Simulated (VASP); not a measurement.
# Pt in VASP: notebook, part 2 of 2

VASP 6.6.1. The steps go on from the part before.

### Step 3. Single point, PBE

The input, INCAR:

```
SYSTEM = Pt
ALGO = Fast
EDIFF = 1E-7
ENCUT = 400
GGA = PE
ISIF = 2
ISMEAR = 1
ISYM = 0
KPAR = 4
LASPH = .True.
LCHARG = .False.
LREAL = Auto
LWAVE = .False.
NELM = 60
PREC = Accurate
SIGMA = 0.1
```

The input, KPOINTS:

```
k-points
0
Gamma
  6 6 1
  0 0 0
```

The input, POSCAR:

```
Pt                                      
1.0
    5.5437171645      0.0000000000      0.0000000000
    2.7718585823      4.8009998959      0.0000000000
    0.0000000000      0.0000000000     23.2896391657
  Pt            
    16
Selective dynamics
Direct
     0.0000000000000000    0.0000000000000000    0.1073438700000011   F   F   F
     0.5000000000000000    0.0000000000000000    0.1073438700000011   F   F   F
     0.0000000000000000    0.5000000000000000    0.1073438700000011   F   F   F
     0.5000000000000000    0.5000000000000000    0.1073438700000011   F   F   F
     0.1666666667000030    0.1666666667000030    0.2045206892999971   F   F   F
     0.6666666667000030    0.1666666667000030    0.2045206892999971   F   F   F
     0.1666666667000030    0.6666666667000030    0.2045206892999971   F   F   F
     0.6666666667000030    0.6666666667000030    0.2045206892999971   F   F   F
     0.8333333460684326    0.3333333473226218    0.3012655831075340   T   T   T
     0.3333332723148937    0.3333333511049195    0.3012656043084776   T   T   T
     0.8333333241358110    0.8333333675020350    0.3012656262181429   T   T   T
     0.3333332701066698    0.8333334179194607    0.3012655832984573   T   T   T
     0.0000000584453038    0.9999999808206117    0.3998168780140042   T   T   T
     0.5000000344704472    0.9999999318932389    0.3998167656432785   T   T   T
     0.9999999628461346    0.4999999992280592    0.3998168155324149   T   T   T
     0.4999999854102819    0.5000000052775020    0.3998168255187677   T   T   T
```

Potentials or basis: VASP PAW PBE potentials, release 64 (Pt).

Command:

```
$ cat potpaw_PBE.64/Pt/POTCAR > POTCAR
$ mpirun -np 4 vasp_std > vasp.out
```

OUTCAR:

```text
SYSTEM = Pt
   EDIFF = 1E-7
   ENCUT = 400
   GGA = PE
   ISIF = 2
   ISMEAR = 1
   ISYM = 0
   LASPH = .True.
   LREAL = Auto
   NELM = 60
   PREC = Accurate

 ion  position               nearest neighbor table
   1  0.000  0.000  0.107-   2 2.77   2 2.77   4 2.77   4 2.77   3 2.77   3 2.77   6 2.77   7 2.77
                             5 2.77
   2  0.500  0.000  0.107-   1 2.77   1 2.77   3 2.77   3 2.77   4 2.77   4 2.77   5 2.77   8 2.77
                             6 2.77
   3  0.000  0.500  0.107-   4 2.77   4 2.77   2 2.77   2 2.77   1 2.77   1 2.77   8 2.77   5 2.77
                             7 2.77
   4  0.500  0.500  0.107-   3 2.77   3 2.77   1 2.77   1 2.77   2 2.77   2 2.77   7 2.77   6 2.77
                             8 2.77
   5  0.167  0.167  0.205-  12 2.76   9 2.76  10 2.76   6 2.77   6 2.77   8 2.77   8 2.77   7 2.77
                             7 2.77   2 2.77   3 2.77   1 2.77
   6  0.667  0.167  0.205-   9 2.76  10 2.76  11 2.76   5 2.77   5 2.77   7 2.77   7 2.77   8 2.77
                             8 2.77   1 2.77   4 2.77   2 2.77
   7  0.167  0.667  0.205-  12 2.76  10 2.76  11 2.76   8 2.77   8 2.77   6 2.77   6 2.77   5 2.77
                             5 2.77   4 2.77   1 2.77   3 2.77
   8  0.667  0.667  0.205-   9 2.76  12 2.76  11 2.76   7 2.77   7 2.77   5 2.77   5 2.77   6 2.77
                             6 2.77   3 2.77   2 2.77   4 2.77
   9  0.833  0.333  0.301-   8 2.76   5 2.76   6 2.76  12 2.77  10 2.77  11 2.77  11 2.77  10 2.77
                            12 2.77  15 2.80  16 2.80  13 2.80
  10  0.333  0.333  0.301-   5 2.76   7 2.76   6 2.76   9 2.77  12 2.77  11 2.77  11 2.77  12 2.77
                             9 2.77  14 2.80  15 2.80  16 2.80
  11  0.833  0.833  0.301-   6 2.76   7 2.76   8 2.76  12 2.77  10 2.77   9 2.77   9 2.77  10 2.77
                            12 2.77  14 2.80  15 2.80  13 2.80
  12  0.333  0.833  0.301-   5 2.76   7 2.76   8 2.76   9 2.77  10 2.77  11 2.77  11 2.77  10 2.77
                             9 2.77  14 2.80  16 2.80  13 2.80
  13  0.000  1.000  0.400-  16 2.77  14 2.77  15 2.77  15 2.77  14 2.77  16 2.77  11 2.80  12 2.80
                             9 2.80
  14  0.500  1.000  0.400-  15 2.77  16 2.77  13 2.77  13 2.77  16 2.77  15 2.77  11 2.80  10 2.80
                            12 2.80
  15  1.000  0.500  0.400-  14 2.77  13 2.77  16 2.77  16 2.77  13 2.77  14 2.77  11 2.80  10 2.80
                             9 2.80
  16  0.500  0.500  0.400-  14 2.77  13 2.77  15 2.77  15 2.77  13 2.77  14 2.77  10 2.80   9 2.80
                            12 2.80

IMPORTANT INFORMATION: All symmetrisations will be switched off!
NOSYMM: (Re-)initialisation of all symmetry stuff for point group C_1.
[... 158 lines left out ...]

 Free energy of the ion-electron system (eV)
  ---------------------------------------------------
  ext. energy  EPLUGINS =         0.00000000
  ---------------------------------------------------
  free energy    TOTEN  =       -92.92592332 eV

  energy without entropy =      -92.95730034  energy(sigma->0) =      -92.93638233

 E-fermi :   0.8475     XC(G=0):  -6.0330

 val. band max:        0.8449862561   @ k =   0.0000   0.0000   0.0000
 cond. band min:       0.8565104304   @ k =   0.1667   0.1667   0.0000
 fundamental gap:      0.0115241743
 Fermi energy:         0.8475155978

 k-point     1 :       0.0000    0.0000    0.0000
  band No.  band energies     occupation
      1      -8.7812      2.00000
      2      -7.4104      2.00000
      3      -6.2838      2.00000
      4      -6.2279      2.00000
      5      -6.0082      2.00000
      6      -6.0082      2.00000
[... 1889 lines left out ...]
     91       3.8184      0.00000
     92       3.8184      0.00000
 [bands above 92 left out]

------------------------ aborting loop because EDIFF is reached ----------------------------------------

  FORCE on cell =-STRESS in cart. coord.  units (eV):
  Direction    XX          YY          ZZ          XY          YZ          ZX
  --------------------------------------------------------------------------------------
  -------------------------------------------------------------------------------------
  Total       -5.4385555     -5.4385003      8.7151414     -0.0000465      0.0000010     -0.0000005
  in kB      -14.0571937    -14.0570509     22.5262810     -0.0001201      0.0000027     -0.0000013
  external PRESSURE =      -1.8626545 kB  Pullay stress =       0.0000000 kB

 VOLUME and BASIS-vectors are now :
 -----------------------------------------------------------------------------
  energy-cutoff  :      400.00
  volume of cell :      619.86
      direct lattice vectors                 reciprocal lattice vectors
     5.543717165  0.000000000  0.000000000     0.180384383 -0.104144972  0.000000000
     2.771858582  4.800999896  0.000000000     0.000000000  0.208289944  0.000000000
     0.000000000  0.000000000 23.289639166     0.000000000  0.000000000  0.042937548

 POSITION                                       TOTAL-FORCE (eV/Angst)
 -----------------------------------------------------------------------------------
      0.00000      0.00000      2.50000         0.000001     -0.000001     -0.441313
      2.77186      0.00000      2.50000         0.000000      0.000000     -0.441318
      1.38593      2.40050      2.50000         0.000002      0.000000     -0.441314
      4.15779      2.40050      2.50000        -0.000001      0.000001     -0.441314
      1.38593      0.80017      4.76321        -0.000000     -0.000001      0.118479
      4.15779      0.80017      4.76321        -0.000000      0.000000      0.118482
[... 8 lines left out ...]
      6.92965      2.40050      9.31159         0.000001     -0.000002      0.216471
      4.15779      2.40050      9.31159         0.000001     -0.000002      0.216464
 -----------------------------------------------------------------------------------
    total drift:                               -0.000001      0.000001     -0.003351

  FREE ENERGIE OF THE ION-ELECTRON SYSTEM (eV)
  ---------------------------------------------------
  free  energy   TOTEN  =       -92.9259233218 eV

  energy  without entropy=      -92.9573003442  energy(sigma->0) =      -92.93638233
```

OSZICAR:

```text
N       E                     dE             d eps       ncg     rms          rms(c)
DAV:   1     0.982806156530E+03    0.98281E+03   -0.62922E+04  3840   0.117E+03
DAV:   2    -0.302012183558E+02   -0.10130E+04   -0.93765E+03  4648   0.268E+02
[... 30 lines left out ...]
RMM:  33    -0.929259180795E+02   -0.22004E-05   -0.31787E-08  1612   0.361E-04    0.416E-04
RMM:  34    -0.929259195389E+02   -0.14595E-05   -0.17551E-08  1305   0.309E-04    0.305E-04
RMM:  35    -0.929259221573E+02   -0.26184E-05   -0.56536E-08  2001   0.397E-04    0.781E-04
RMM:  36    -0.929259227399E+02   -0.58264E-06   -0.94216E-09   615   0.224E-04    0.461E-04
RMM:  37    -0.929259230580E+02   -0.31806E-06   -0.66810E-09   723   0.243E-04    0.228E-04
RMM:  38    -0.929259232666E+02   -0.20861E-06   -0.79268E-09  1091   0.255E-04    0.150E-04
RMM:  39    -0.929259233218E+02   -0.55190E-07   -0.11813E-09   347   0.181E-04
   1 F= -.92925923E+02 E0= -.92936382E+02  d E =0.313770E-01
```

stdout:

```text
POSCAR found type information on POSCAR Pt
 POSCAR found :  1 types and      16 ions
 scaLAPACK will be used
 LDA part: xc-table for (Slater+PW92), standard interpolation
 POSCAR, INCAR and KPOINTS ok, starting setup
 FFT: planning ... GRIDC
 FFT: planning ... GRID_SOFT
 FFT: planning ... GRID
 WAVECAR not read
 entering main loop
```

Run time: 23 min. Hardware: 4 MPI ranks of Intel Xeon Platinum 8375C at 2.90GHz (Ice Lake), shared host; peak memory 0.78 GiB.

What came out:

* Free energy: -92.9259 eV
* Largest force: 0.441 eV/Å
* Band gap on the k mesh: none (metal or under the smearing width)

Forces in eV/Å, atoms in the order of the input:
```
Pt   0.000  0.000 -0.441
Pt   0.000  0.000 -0.441
Pt   0.000  0.000 -0.441
Pt   0.000  0.000 -0.441
Pt   0.000  0.000  0.118
Pt   0.000  0.000  0.118
Pt   0.000  0.000  0.118
Pt   0.000  0.000  0.118
Pt   0.000  0.000  0.106
Pt   0.000  0.000  0.106
Pt   0.000  0.000  0.106
Pt   0.000  0.000  0.106
Pt   0.000  0.000  0.216
Pt   0.000  0.000  0.216
Pt   0.000  0.000  0.216
Pt   0.000  0.000  0.216
```

### Step 4. Single point, RPBE

Changes to INCAR since step 3:

```diff
@@ -4,3 +4,3 @@
 ENCUT = 400
-GGA = PE
+GGA = RP
 ISIF = 2
```

KPOINTS is that of step 3.

POSCAR is that of step 3.

Command:

```
$ cat potpaw_PBE.64/Pt/POTCAR > POTCAR
$ mpirun -np 4 vasp_std > vasp.out
```

It took 23 min on 4 MPI ranks of Intel Xeon Platinum 8375C at 2.90GHz (Ice Lake), shared host; peak memory 0.78 GiB.

The run converged. Its results:

| Property | Result |
| --- | --- |
| Free energy | -83.2828 eV |
| Largest force | 0.623 eV/Å |
| Band gap on the k mesh | none (metal or under the smearing width) |

Forces on the atoms (eV/Å):
```
Pt   0.000  0.000 -0.623
Pt   0.000  0.000 -0.623
Pt   0.000  0.000 -0.623
Pt   0.000  0.000 -0.623
Pt   0.000  0.000  0.121
Pt   0.000  0.000  0.121
Pt   0.000  0.000  0.121
Pt   0.000  0.000  0.121
Pt   0.000  0.000  0.109
Pt   0.000  0.000  0.109
Pt   0.000  0.000  0.109
Pt   0.000  0.000  0.109
Pt   0.000  0.000  0.393
Pt   0.000  0.000  0.393
Pt   0.000  0.000  0.393
Pt   0.000  0.000  0.393
```

Levels at points of the mesh, in eV from the Fermi level:
```csv
k point,band 76,band 77,band 78,band 79,band 80,band 81,band 82,band 83
"(0.00, 0.00, 0.00)",0.28,0.28,0.28,0.58,0.58,0.58,0.63,0.63
"(0.50, 0.00, 0.00)",-0.52,-0.31,-0.31,0.06,0.06,0.07,0.07,0.31
"(0.50, 0.50, 0.00)",-0.52,-0.31,-0.31,0.06,0.06,0.07,0.07,0.31
"(0.00, 0.50, 0.00)",-0.52,-0.31,-0.31,0.06,0.06,0.07,0.07,0.31
```

Caveat: the PAW data sets were made with another functional, which shifts forces and pressure a little. The run has no spin-orbit coupling, so splittings on Pt are missing.

### Step 5. Summary

| task | level | cell | atoms held fixed (from 0) | gap on the mesh (eV) | largest force (eV/Å) |
| --- | --- | --- | --- | --- | --- |
| relaxation of the atoms | PBE+D3(BJ) | atoms relaxed | [0, 1, 2, 3, 4, 5, 6, 7] | none | - |
| single point | PBE | P3m1, 38.74 Å³/atom | - | none | 0.44 |
| single point | RPBE | P3m1, 38.74 Å³/atom | - | none | 0.62 |

Alike in all rows: potentials or basis VASP PAW PBE potentials, release 64 (Pt); no spin polarisation; k mesh 6 × 6 × 1; cutoff (eV) 400; smearing methfessel-paxton 0.1 eV.

Caveats: the PAW data sets were made with another functional, which shifts forces and pressure a little (some runs).

Absolute energies hang on the potentials; compare differences alone.
